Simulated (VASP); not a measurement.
# 3 units of PbZrO3 (001), ZrO2 faces on Al(100): relaxation and electronic structure, part 3 of 6

Aim: model 3 units of PbZrO3 (001), ZrO2 faces on Al(100) by a slab and find how far its highest filled level lies below the vacuum.

VASP 6.6.1; PBEsol with D3(BJ); plane waves and PAW (Al, Zr_sv, O, Pb).

So far. Step 2 (Surface relaxation): The run used up its steps with a largest force of 0.26 eV/Å at its last finished step, so it is continued. Step 3 (Going on with the relaxation): The run used up its steps with a largest force of 0.07 eV/Å at its last finished step, short of the threshold.

**4. Potential and states of the slab (continued)**

OUTCAR, selected parts (step 4):

```text
The static configuration has the point symmetry C_4v.

 Found     15 irreducible k-points:

   NELECT =     150.0000    total number of electrons

 dipolmoment           0.000000      0.000000     -0.073724 electrons x Angstroem

 E-fermi :   1.8573

 k-point     1 :       0.0000    0.0000    0.0000
  band No.  band energies     occupation
    ...
     72       0.6503      1.99999
     73       0.6503      1.99999
     74       0.8615      1.99991
     75       1.8724      0.92474
     76       1.9339      0.63471
     77       2.6086      0.00109
     78       2.6086      0.00109
     79       3.4918      0.00000
     80       3.6132      0.00000
     81       3.9170      0.00000
    ...

 k-point     2 :       0.1250    0.0000    0.0000
  band No.  band energies     occupation
    ...
     71       0.5580      2.00000
     72       0.7711      1.99996
     73       0.8780      1.99989
     74       1.3104      1.99160
     75       1.8888      0.84373
     76       2.2068      0.05893
     77       2.7270      0.00033
     78       3.3973      0.00000
     79       3.5045      0.00000
     80       3.8165      0.00000
    ...

 Edisp (eV)   -5.63863

  Total     -24.25128   -24.25128    -7.66962     0.00000    -0.00000     0.00000
  in kB     -56.79187   -56.79187   -17.96078     0.00000    -0.00000     0.00000
  external pressure =      -43.85 kB  Pullay stress =        0.00 kB

 POSITION                                       TOTAL-FORCE (eV/Angst)
 -----------------------------------------------------------------------------------
      0.00000      2.08000      9.22535         0.000000      0.000000      0.018922
      2.08000      0.00000      9.22535         0.000000     -0.000000      0.018922
      0.00000      0.00000     11.21478         0.000000      0.000000     -0.007039
      2.08000      2.08000     11.24093         0.000000      0.000000      0.009348
      0.00000      2.08000     13.19546         0.000000      0.000000     -0.016316
      2.08000      0.00000     13.19546         0.000000      0.000000     -0.016316
      0.00000      0.00000     15.02063         0.000000     -0.000000      0.000142
      2.08000      2.08000     15.41637         0.000000      0.000000      0.025462
      0.00000      0.00000     18.12588         0.000000     -0.000000     -0.046078
      0.00000      0.00000     22.15189         0.000000      0.000000      0.024988
      0.00000      0.00000     26.19984         0.000000      0.000000     -0.064889
      0.00000      0.00000     30.21074         0.000000      0.000000      0.068696
      2.08000      0.00000     18.11866         0.000000      0.000000      0.026915
      0.00000      2.08000     18.11866        -0.000000     -0.000000      0.026915
      0.00000      0.00000     20.07134         0.000000      0.000000     -0.023864
      2.08000      0.00000     22.14416         0.000000      0.000000      0.003175
      0.00000      2.08000     22.14416         0.000000      0.000000      0.003175
      0.00000      0.00000     24.18192        -0.000000      0.000000      0.060286
      2.08000      0.00000     26.21759         0.000000      0.000000      0.002382
      0.00000      2.08000     26.21759         0.000000      0.000000      0.002382
      0.00000      0.00000     28.29810         0.000000      0.000000     -0.034950
      2.08000      0.00000     30.26240        -0.000000     -0.000000     -0.040867
      0.00000      2.08000     30.26240         0.000000     -0.000000     -0.040867
      2.08000      2.08000     19.95725         0.000000      0.000000      0.016219
      2.08000      2.08000     24.20207         0.000000     -0.000000     -0.061729
      2.08000      2.08000     28.46025         0.000000     -0.000000      0.044987
 -----------------------------------------------------------------------------------
    total drift:                               -0.000000     -0.000000     -0.014514

  FREE ENERGIE OF THE ION-ELECTRON SYSTEM (eV)
  ---------------------------------------------------
  free  energy   TOTEN  =      -187.4383415262 eV

  energy  without entropy=     -187.3200543450  energy(sigma->0) =     -187.37919794

 vacuum level on the upper side and lower side of the slab         5.517         6.269

[... 8 parts as in an earlier step ...]

[... 6 further parts left out ...]
```

The PAW data sets were made with PBE, which is usual practice but a small mismatch for other functionals. The data set Pb keeps the semicore shell frozen, which is cheaper and a little less accurate.

This step gave:

```yaml
electronic_cycles: 41
electrons: 150
free_energy_toten: -187.4383 eV
energy_at_zero_smearing: -187.3792 eV
fermi_energy: 1.857 eV
labelled_metallic_from_the_levels_on_this_mesh: yes
dos_at_the_fermi_level: 3.580 states/eV/cell
dipole_moment: 0, 0, -0.07372 e·Å
vacuum_levels: 5.531, 6.295 eV
work_functions_of_the_upper_and_lower_face: 3.673, 4.438 eV
```

The density of states has structure finer than the step of the table below, so its rows give means over 1 eV, whole bins alone (the curve runs from -12.0 to 7.38 eV). Peaks (eV: height): total -8.2: 11.0, -2.1: 24.8, 3.5: 18.4; Al s -6.6: 0.481, -5.6: 0.586, -3.7: 0.555, -2.3: 0.496; Al p -2.4: 0.537, -0.7: 0.639, 0.6: 0.858, 3.5: 0.699; Zr s -4.3: 0.439; Zr p -3.6: 0.324, -2.9: 0.344, 3.9: 0.0498.

Means over bins of 0.078 eV. Table of density of states by energy, zero at the Fermi level; means over each step; 7 of 9 lines; values in states/eV/cell:

| energy (eV) | total | Al s | Al p | Zr s | Zr p | Zr d | O p |
| --- | --- | --- | --- | --- | --- | --- | --- |
| -11 | 0.0213 | 0.00544 | 1.2e-4 | 0 | 0 | 0 | 0 |
| -10 | 0.633 | 0.158 | 0.00986 | 0 | 0 | 2.3e-5 | 0 |
| -9 | 1.58 | 0.240 | 0.0325 | 1.0e-4 | 4.9e-4 | 0.0120 | 0.0481 |
| -8 | 6.90 | 0.338 | 0.0700 | 0.00128 | 0.00488 | 0.0867 | 0.407 |
| -7 | 1.90 | 0.360 | 0.111 | 4.7e-4 | 3.8e-4 | 0.00214 | 0.00736 |
| -6 | 2.90 | 0.419 | 0.164 | 0.00469 | 0.00184 | 0.0915 | 0.267 |
| -5 | 13.1 | 0.379 | 0.187 | 0.251 | 0.0808 | 2.00 | 5.35 |
| -4 | 17.8 | 0.470 | 0.302 | 0.292 | 0.252 | 1.58 | 7.39 |
| -3 | 18.7 | 0.340 | 0.312 | 0.131 | 0.320 | 1.15 | 8.81 |
| -2 | 22.3 | 0.417 | 0.445 | 0.0516 | 0.262 | 0.439 | 12.2 |
| -1 | 8.36 | 0.354 | 0.512 | 0.00199 | 0.0369 | 0.0380 | 3.32 |
| 0 | 3.97 | 0.353 | 0.544 | 0.00178 | 0.00741 | 0.0164 | 0.0956 |
| 1 | 4.09 | 0.306 | 0.605 | 0.00223 | 0.00709 | 0.0391 | 0.0565 |
| 2 | 7.63 | 0.304 | 0.606 | 0.00849 | 0.0144 | 0.876 | 0.268 |
| 3 | 14.6 | 0.332 | 0.650 | 0.0188 | 0.0363 | 3.39 | 1.16 |
| 4 | 12.6 | 0.165 | 0.385 | 0.0166 | 0.0338 | 2.85 | 1.76 |
| 5 | 1.07 | 0.0109 | 0.0248 | 8.0e-4 | 0.00149 | 0.329 | 0.185 |
| 6 | 1.6e-4 | 0 | 0 | 0 | 0 | 5.2e-5 | 0 |

The planar average of the electrostatic potential oscillates, so the rows of the table below give means over windows of 2.02 Å about each position, cut where the curve ends. Its maxima inside the range that stand out by 2 % of the span (Å: eV): 4.4: 4.44, 10.2: -1.91, 12.2: -2.11, 14.2: -2.01, 16.8: 2.43, 19.1: -2.62, 21.1: 0.571, 23.2: -0.463, 25.2: -0.920, 27.2: 0.880, 29.2: -3.42. Its minima: 9.2: -14.1, 11.2: -14.3, 13.2: -14.3, 15.2: -12.6, 18.2: -14.0, 20.0: -8.10, 22.2: -13.6, 24.2: -8.00, 26.2: -13.7, 28.3: -8.22, 30.3: -14.0.

Zero at the Fermi level. Planar average of the electrostatic potential against height; means over each step:

height (Å), planar average of the electrostatic potential (eV) and a bar from the least value:
```
     1.01        4.2 #############################
     3.03        4.4 ##############################
     5.05        4.4 ##############################
     7.07        3.9 #############################
     9.09       -6.7 ##
    11.11       -7.5 
    13.13       -7.5 
    15.15       -6.9 ##
    17.17       -2.6 ############
    19.19       -6.5 ##
    21.21       -5.0 ######
    23.23       -5.2 ######
    25.25       -5.8 ####
    27.27       -4.4 ########
    29.29       -7.3 
    31.31       -1.0 ################
    33.33        3.7 ############################
    35.35        3.7 ############################
    37.37        3.7 ############################
    39.39        3.7 ############################
```

Density of states in the PAW spheres, an atom over height of the layer and energy from the Fermi level.

Ten even steps from '_' (0.00 states/eV) to '@' (1.53 states/eV), each cell a mean:
```
________________________________
________________________________
________________________________
________________________________
__________..__..++__::::______..
__________--..--@@__--**::..__==
__________++..**%%..--****..__%%
__________++..++++..====++....%%
__________==..====::==--==..::##
__________--::==++--====--::::++
__________==::--==----==--::::==
__________==::++--::--::**..--==
__________--..%%====::==@@..--::
__________==..++--==::==**..==--
__________--..==..--::::**..++--
__________..__..________::__....
________________________________
________________________________
________________________________
________________________________
________________________________
____________++______==____--____
```
Columns: height of the layer (Å) from 9.2 to 30.3 (not evenly spaced); rows upwards: energy from the Fermi level (eV) from -7.9 to 0.5.

Force (size) by element, in eV/Å:

| element | atoms | mean | spread (r.m.s.) | least | largest |
| --- | --- | --- | --- | --- | --- |
| Al | 8 | 0.0141 | 0.0075 | 0.0001 | 0.0255 |
| Zr | 4 | 0.0512 | 0.0174 | 0.0250 | 0.0687 |
| O | 11 | 0.0242 | 0.0186 | 0.0024 | 0.0603 |
| Pb | 3 | 0.0410 | 0.0188 | 0.0162 | 0.0617 |

The atoms with the largest values:

| atom | x, y, z (Å) | force (eV/Å) |
| --- | --- | --- |
| Zr12 | 0.00, 0.00, 30.21 | 0.0000, 0.0000, 0.0687 |
| Zr11 | 0.00, 0.00, 26.20 | 0.0000, 0.0000, -0.0649 |
| Pb25 | 2.08, 2.08, 24.20 | 0.0000, 0.0000, -0.0617 |
| O18 | 0.00, 0.00, 24.18 | 0.0000, 0.0000, 0.0603 |
| Zr9 | 0.00, 0.00, 18.13 | 0.0000, 0.0000, -0.0461 |
| Pb26 | 2.08, 2.08, 28.46 | 0.0000, 0.0000, 0.0450 |
| O22 | 2.08, 0.00, 30.26 | 0.0000, 0.0000, -0.0409 |
| O23 | 0.00, 2.08, 30.26 | 0.0000, 0.0000, -0.0409 |

ELF in the ca plane at fractional y = 0.000, with atoms of Al and Zr and O within 0.2 Å of it. It is the smooth field of the valence electrons, not physical close to the nuclei.

Values, 6 rows by 16 columns, each cell a mean:
```
0.38 0.55 0.46 0.57 0.64 0.58 0.68 0.50 0.67 0.53 0.72 0.47 0.71 0.47 0.75 0.48
0.60 0.53 0.23 0.33 0.38 0.23 0.27 0.29 0.40 0.20 0.31 0.25 0.42 0.18 0.33 0.23
0.45 0.20 0.13 0.70 0.70 0.19 0.08 0.68 0.70 0.23 0.06 0.63 0.70 0.30 0.05 0.59
0.50 0.27 0.14 0.66 0.70 0.16 0.08 0.63 0.72 0.19 0.07 0.56 0.73 0.25 0.06 0.52
0.59 0.60 0.31 0.28 0.35 0.35 0.43 0.25 0.36 0.30 0.49 0.23 0.39 0.24 0.52 0.22
0.27 0.50 0.49 0.66 0.70 0.59 0.66 0.57 0.73 0.57 0.68 0.55 0.76 0.52 0.69 0.56
```
Columns run along c (16.0 Å, from fractional 0.36 to 0.76 of the cell), rows up along a (4.2 Å). Atoms in or near the plane, at fractional coordinates: Al at (0.38, 0.00), Zr at (0.46, 0.00), Zr at (0.56, 0.00), Zr at (0.66, 0.00), O at (0.46, 0.50), O at (0.51, 0.00), O at (0.56, 0.50), O at (0.61, 0.00), O at (0.66, 0.50), O at (0.72, 0.00).

Electrostatic potential energy in the ca plane at fractional y = 0.000, with atoms of Al and Zr and O within 0.2 Å of it. With pseudopotentials it is smooth inside the atoms' cores, unlike the true potential.

Values in eV, 6 rows by 16 columns, each cell a mean:
```
-35 -43 -11 -17 -32 -46  -8 -22 -32 -47  -3   4   5   5   6   6
 -3  -6   5   5  -2  -7   4   5  -2  -7   3   5   5   6   6   6
-15 -23   6   6 -12 -27   6   5  -9 -30   6   6   6   6   6   6
 -9 -15   6   6  -6 -18   6   5  -5 -20   6   6   6   6   6   6
-10 -15   3   3  -9 -16   3   3  -9 -17   2   5   5   6   6   6
-41 -50 -18 -26 -38 -52 -14 -32 -38 -53  -5   4   5   5   6   6
```
Columns run along c (16.0 Å, from fractional 0.54 to 0.94 of the cell; values clipped at the 3rd and 97th percentile), rows up along a (4.2 Å). Atoms in or near the plane, at fractional coordinates: Zr at (0.56, 0.00), Zr at (0.66, 0.00), Zr at (0.76, 0.00), O at (0.56, 0.50), O at (0.61, 0.00), O at (0.66, 0.50), O at (0.72, 0.00), O at (0.77, 0.50).

Valence density in the ca plane at fractional y = 0.000, with atoms of Al and Zr and O within 0.2 Å of it. It is the smooth field of the valence electrons, not physical close to the nuclei.

Ten even steps from '0' (0.0 e/Å³) to '9' (7.1 e/Å³), each cell a mean:
```
13663114751136641037621366410000000000000000
01221001110012310001100123100000000000000000
00110000000000100000000001000000000000000000
01221000000002210000000012100000000000000000
02762000000026730000000157400000000000000000
03883000000027940000000279510000000000000000
01441000000013420000000134200000000000000000
00110000000001100000000011000000000000000000
00110000000001100000000011100000000000000000
02552002431024530014310245300000000000000000
14774116972147751149831377510000000000000000
```
Columns run along c (16.0 Å, from fractional 0.54 to 0.94 of the cell), rows up along a (4.2 Å). Atoms in or near the plane, at fractional coordinates: Zr at (0.56, 0.00), Zr at (0.66, 0.00), Zr at (0.76, 0.00), O at (0.56, 0.50), O at (0.61, 0.00), O at (0.66, 0.50), O at (0.72, 0.00), O at (0.77, 0.50).

Only the dipole across the slab is computed (IDIPOL = 3); zeros along the plane are no results.

The density of states holds every band computed, so its fall toward the upper end of the range is no gap.

The map of layer states is cut here 0.5 eV above the Fermi level, so it leaves out the states above that.

The vacuum level lies 3.67 eV above the Fermi level at the upper face; the two faces differ by 0.76 eV, the step that the slab's dipole of -0.074 e·Å makes.

VASP counts the dipole in electrons times Å, so a positive number points the physical dipole along −c.

The program found no field-free point at its default tolerance, and its printed vacuum level lies off the flat part of the planar average, by -0.01 eV at the upper face; the levels here are read from the flat part.

On this mesh the fine structure of the density of states is sampling noise, and high empty states may be cut by the number of bands.

(Part 3 of 6 ends here.)

[Lines on the potential files, build, host, timing and source positions are cut from VASP's logs without a mark.]

[Logs are printed without paths, hosts, clocks, repeated set-up lines and the standing remarks that a program may print on its own settings, such as how far it seeks lower states.]

[Hosts, paths, dates, database ids (printed as entryN), source tags and the programs' standing remarks are cut or masked in the printed files.]

[In band tables of VASP the shares of atoms and orbitals are scaled to a sum of 1 inside the atoms' spheres.]

[Runs that stopped without an error message from VASP are left out.]
